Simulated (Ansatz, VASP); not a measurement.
**One calculation of Rb, two programs**

INCAR

```
  PREC = Accurate
  ENCUT = 520
  EDIFF = 1E-7
  ISMEAR = -1
  SIGMA = 0.05
  LREAL = False
  LASPH = True
  NELM = 80
  ALGO = Normal
  ISIF = 2
  LWAVE = False
  LCHARG = False
  GGA = PE
  NBANDS = 10
```

KPOINTS

```
Automatic mesh
0
Gamma
  7 7 7
```

POSCAR

```
Rb
1.0
   -2.9933914762      2.9933914762      2.7667814902
    2.9933914762     -2.9933914762      2.7667814902
    2.9933914762      2.9933914762     -2.7667814902
Rb
1
Direct
    0.0000000000      0.0000000000      0.0000000000
```

input.yaml

```yaml
crystal:
  lattice:
    - [-2.9933914762, 2.9933914762, 2.7667814902]
    - [2.9933914762, -2.9933914762, 2.7667814902]
    - [2.9933914762, 2.9933914762, -2.7667814902]
  atoms:
    - { symbol: Rb, position: [0.0, 0.0, 0.0] }
hamiltonian:
  xc: pbe
  pseudopotentials: { kind: paw }
kpoints:
  mp_grid: { grid: [7, 7, 7] }
scf:
  occupations: { method: fermi_dirac, width: 0.05 }
output:
  forces: true
  stress: true
  eigenvalues: true
```

Change from the starting cell: volume scaled by 1.04.

Alike in both runs: task single point; functional PBE; k mesh 7 × 7 × 7; occupations fermi-dirac, width 0.05 eV; no spin polarisation.

|  | VASP | Ansatz |
| --- | --- | --- |
| version | VASP 6.6.1 | Ansatz 0.2.0 |
| potentials or method | VASP PAW PBE potentials, release 64 (Rb_sv) | Ansatz PAW |
| plane-wave cutoff (eV) | 520 | 420 |
| valence electrons in the cell | 9 | 9 |

```tsv
	VASP	Ansatz	Ansatz less VASP
gap on the k mesh at the Fermi level (eV)	none	none	-
pressure (GPa)	-0.2	-0.2	0.00
```

A gap of «none» marks a metal or a gap that the smearing closes.
